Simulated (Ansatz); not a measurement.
# Te2Mo: equal strain of all cell vectors

Aim: apply equal strain of all cell vectors to Te2Mo from -4.5 to +4.5 %, where the shape is held and the atoms relax, and follow energy, stress and any gap.

Method: DFT LDA, scalar-relativistic, plane waves, PAW, in Ansatz 0.2.0.

2 further runs of the same task are left out: 2 set aside as unsound or not needed.

## 1. The system as given

It takes space group P-6m2 (No. 187, hexagonal). Conventional cell: a = 3.467 Å, b = 3.467 Å, c = 17.520 Å, α = 90.00°, β = 90.00°, γ = 120.00°. Around Te (site symmetry 3m) lie 3 Mo at 2.69 Å. Mo (site symmetry -6m2) is surrounded by 6 Te at 2.69 Å.

Structure file:

```
Te Mo
1.0
     3.46655    0.00000    0.00000
    -1.73327    3.00212    0.00000
     0.00000    0.00000   17.51981
Te Mo
2 1
Direct
  0.33333 0.66667 0.89753
  0.33333 0.66667 0.10247
  0.00000 0.00000 0.00000
```

It goes back to an entry of the Materials Project, which need not be the stable form.

It is the result of an earlier relaxation at this level (volume 60.78 Å³/atom; gap on the mesh: 1.24 eV).

The unstrained cell comes from an earlier run at this level (3 atoms, E(σ→0) -18497.9701 eV, gap 1.24 eV over the zone).

## 2. Strain -1.5 %

File input.yaml:

```yaml
crystal:
  lattice:
    - [3.4145498012, 0.0, 0.0]
    - [-1.7072749006, 2.9570868703, 0.0]
    - [0.0, 0.0, 17.2570141584]
  atoms:
    - { symbol: Te, position: [0.3333333333, 0.6666666667, 0.8975342416] }
    - { symbol: Te, position: [0.3333333333, 0.6666666667, 0.1024657584] }
    - { symbol: Mo, position: [0.0, 0.0, 0.0] }
basis:
  ecutwfc: 420
kpoints:
  mp_grid: { grid: [12, 12, 2] }
hamiltonian:
  xc: lda
scf:
  occupations: { method: gaussian, width: 0.02 }
output:
  forces: true
  stress: true
  eigenvalues: true
relax:
  adjacent_minimum: "off"
  f_tol: 0.008
  max_steps: 40
```

Launch:

```bash
$ ansatz run input.yaml --threads 1 --pin off --max-ram 2560MiB --backend cpu --events-out ev --progress --plain --runs-dir out
```

The session goes on with these runs: the gap over the whole zone at -1.5 %; strain +1.5 %; the gap over the whole zone at +1.5 %; strain -3.0 %; seeking the band edges at -3.0 %; the cell strained by +3.0 %; the gap over the whole zone at +3.0 %; strain -4.5 %; seeking the band edges at -4.5 %; At +4.5 %; band edges over the zone at +4.5 %.

Before running it: what results should come out? Wanted: (1/V) d²E/dε² at zero strain, cubic fit; gap shift, negative and positive side.

**Answer**, as computed:

```
                               quantity                    value
                    largest energy cost  56.7 meV/atom at -4.5 %
(1/V) d²E/dε² at zero strain, cubic fit                  134 GPa
  gap shift, negative and positive side       +41, -89 meV per %
```

In words: From the curvature follows nine times the bulk modulus at fixed shape: 134 GPa. Compression by 4.5 % costs 56.7 meV/atom and stretching 46.4. The gap runs from 0.72 eV at -4.5 % through 1.24 to 0.88 eV at +4.5 %, and changes between direct and indirect on the way. Spin-orbit coupling is left out, which matters for the bands of Te. The cell holds empty space of several Å, a single layer or slab in vacuum, so volume, pressure and the long edge depend on that space.
